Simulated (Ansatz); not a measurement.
## TaC: pressure against volume scale

All results are calculated (Ansatz 0.2.0). Periodic Kohn-Sham DFT of a crystal at fixed atoms, scaled to volume_scale times the given cell; pressure positive in compression, energy less spherical unpolarised free atoms, largest_vzz the field gradient of largest size among the nuclei.

The cell before it is scaled or strained (space group Fm-3m, No. 225):
```
cell vectors (Å)
   0.0000     2.2270     2.2270
   2.2270     0.0000     2.2270
   2.2270     2.2270     0.0000
atoms (fractions of the cell vectors)
Ta  0.00000  0.00000  0.00000
C   0.50000  0.50000  0.50000
```

Settings of every row: method frozen-core PAW; functional LDA; relativity scalar; k mesh 16x16x16; filling fermi-dirac; smearing width 0.05 eV; wave cutoff 420 eV; paw set soft_2.

Atom start moment: 0 on all atoms.

Limits: PAW files made with PBE; no spin-orbit coupling on heavy atoms.

```
row  volume scale  V (Å³/atom)  pressure (GPa)
  1          0.94       10.382          13.368
  2          0.96       10.603           5.015
  3          0.98       10.824          -2.493
  4          0.99       10.934          -5.956
  5             1       11.045               ?
  6          1.01       11.155         -12.356
  7          1.02       11.266         -15.308
  8          1.04       11.487         -20.762
  9          1.06       11.708         -25.661
```

Question: what pressure should row 5 give?

Worked fit of pressure. Take u = (V_r/V)^(2/3) − 1 with V_r = 11.044 Å³ an atom, which is twice the finite (Eulerian) strain; such expansions in the strain, on which the Birch-Murnaghan equation of state is built, carry the rest volume and the bulk modulus. The shown rows have u = 0.04207, 0.02754, 0.0135, 0.0067, -0.00664, -0.01318, -0.02588, -0.03818. Least squares give pressure = −9.2205 + 479.707 × u + 1322.51 × u² + 914 × u³ GPa; a parabola predicts inner rows, each left out in turn, worse (root mean square 0.017 against 0.011 GPa). The rows lie off it by -0.002, 0.002, 0.008, -0.009, -0.008, 0.007, 0.003, -0.002 (root mean square 0.0059 GPa). The pressure vanishes at u = 0.0183, or V = 10.75 Å³ an atom, and there the bulk modulus at fixed shape and fractions is B = −V dP/dV = (2/3)(1 + u) dP/du = 359 GPa. The withheld row has u = -6e-05, so the fit gives −9.2205 + 479.707 × (-6e-05) + 1322.51 × (-6e-05)² + 914 × (-6e-05)³ = -9.249 GPa.

The calculation gave -9.241 GPa. The fit lies 0.008 GPa (0.02 % of the column's range) below it; its largest miss of a shown row is 0.009 GPa.
